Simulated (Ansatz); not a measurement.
## Two Ansatz runs on Cu

The cell is COD entry 5000216, as deposited and not checked against the literature; nothing was relaxed.

First run: DFT, PBE, all-electron LAPW, scalar-relativistic (Ansatz 0.2.0).

Command: `ansatz run input.yaml --threads 1 --pin off --max-ram 2048MiB --backend cpu --events-out ev --progress --plain --runs-dir out` The run took 33 s on 1 thread of Intel(R) Xeon(R) Platinum 8259CL CPU @ 2.50GHz (Skylake/Cascade Lake), with other jobs on the host.

```yaml
crystal:
  lattice:
    - [0.0, 1.8075, 1.8075]
    - [1.8075, 0.0, 1.8075]
    - [1.8075, 1.8075, 0.0]
  atoms:
    - { symbol: Cu, position: [0.0, 0.0, 0.0] }
kpoints:
  mp_grid: { grid: [19, 19, 19] }
  band_path:
    path:
      - [0.0, 0.0, 0.0]
      - [0.5, 0.0, 0.5]
      - [0.625, 0.25, 0.625]
      - [0.375, 0.375, 0.75]
      - [0.0, 0.0, 0.0]
      - [0.5, 0.5, 0.5]
      - [0.5, 0.25, 0.75]
      - [0.5, 0.0, 0.5]
    npoints: 14
scf:
  occupations: { method: fermi_dirac, width: 0.08 }
hamiltonian:
  xc: pbe
  pseudopotentials: { kind: all_electron, lapw: { basis_error: 0.00025 } }
output:
  forces: true
  stress: true
  eigenvalues: true
  populations: true
  dos: { projected: true, de: 0.2, e_range: [-14, 8] }
```

Result: converged; pressure 1.69 GPa; 7 SCF iterations.

A second input differs as follows:

```diff
@@ -21,4 +21,5 @@
 scf:
   occupations: { method: fermi_dirac, width: 0.08 }
+  max_iter: 50
 hamiltonian:
   xc: pbe
@@ -29,4 +30,4 @@
   eigenvalues: true
   populations: true
-  dos: { projected: true, de: 0.2, e_range: [-14, 8] }
+ENCUT: 400
```

What is wrong with it, and what does the program do?

The fault is a keyword of another program. The run refused before any iteration. The log ends:
```
Error: YAML parse error: error: line 32 column 1: unknown field `ENCUT`, expected one of crystal, accuracy, basis, kpoints, hamiltonian, magnetization, projection, total_charge, correlation, batch, efield, external_charges, scf, relax, neb, saddle, md, ramp, phonons, dielectric, real_time, elastic, magnetic_configurations, gw, evaluate, workflow, output, checkpoint, execution
  --> <input>:32:1
   |
30 |   eigenvalues: true
31 |   populations: true
32 | ENCUT: 400
   | ^ unknown field `ENCUT`, expected one of crystal, accuracy, basis, kpoints, hamiltonian, magnetization, projection, total_charge, correlation, batch, efield, external_charges, scf, relax, neb, saddle, md, ramp, phonons, dielectric, real_time, elastic, magnetic_configurations, gw, evaluate, workflow, output, checkpoint, execution
```
